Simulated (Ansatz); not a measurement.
# Phases of SiNi at 61 GPa

Structure types of SiNi are relaxed in primitive cells with their symmetry kept at 61 GPa, on PAW files; LAPW relaxes the small cells further and takes the PAW cell for the others (marked *). The enthalpy is E + pV at zero temperature, without zero-point motion. Only the types listed were tried, and differences under about 5 meV/atom are mesh noise. The real phase may be another.

Computed with Ansatz 0.2.0; functional PBE, scalar-relativistic. Settings: Fermi–Dirac smearing of 0.08 eV, no spin polarisation. Methods: LAPW: all electrons, basis error target 0.5 meV/atom; PAW: frozen-core files, cutoff 420 eV.

k meshes: rocksalt 16×16×16, CsCl 15×15×15, WC 16×16×14, NiAs 12×12×7, zincblende 14×14×14.

Spin polarisation is left out, though a magnetic state may lie lower.

Task: Which type is lowest in enthalpy, and by how much?

Result: CsCl, 52 meV/atom below distorted WC. The whole table:

| start type | ends as | a, b, c (Å) | V (Å³/atom) | H − H(lowest), LAPW (meV/atom) | same, PAW |
| --- | --- | --- | --- | --- | --- |
| rocksalt | rocksalt, Fm-3m | 4.363, 4.363, 4.363 | 10.38 | 835.8 | 835.3 |
| CsCl | CsCl, Pm-3m | 2.644, 2.644, 2.644 | 9.24 | 0.0 | 0.0 |
| WC | distorted WC, P-6m2 | 2.488, 2.488, 3.509 | 9.40 | 52.2 | 52.9 |
| NiAs* | NiAs, P6_3/mmc | 3.238, 3.238, 4.527 | 10.28 | 324.5 | 324.9 |
| zincblende | zincblende, F-43m | 4.634, 4.634, 4.634 | 12.44 | 2054.9 | 2055.5 |

Task: Split the lead of CsCl over distorted WC into energy and pV.

Result: For distorted WC less CsCl: ΔE = -9.3 meV/atom, and p·ΔV = 61 GPa × +0.1616 Å³ × 6.242 meV/(GPa·Å³) = +61.5 meV/atom, together 52.2 meV/atom. CsCl wins by its smaller volume, against the internal energy.
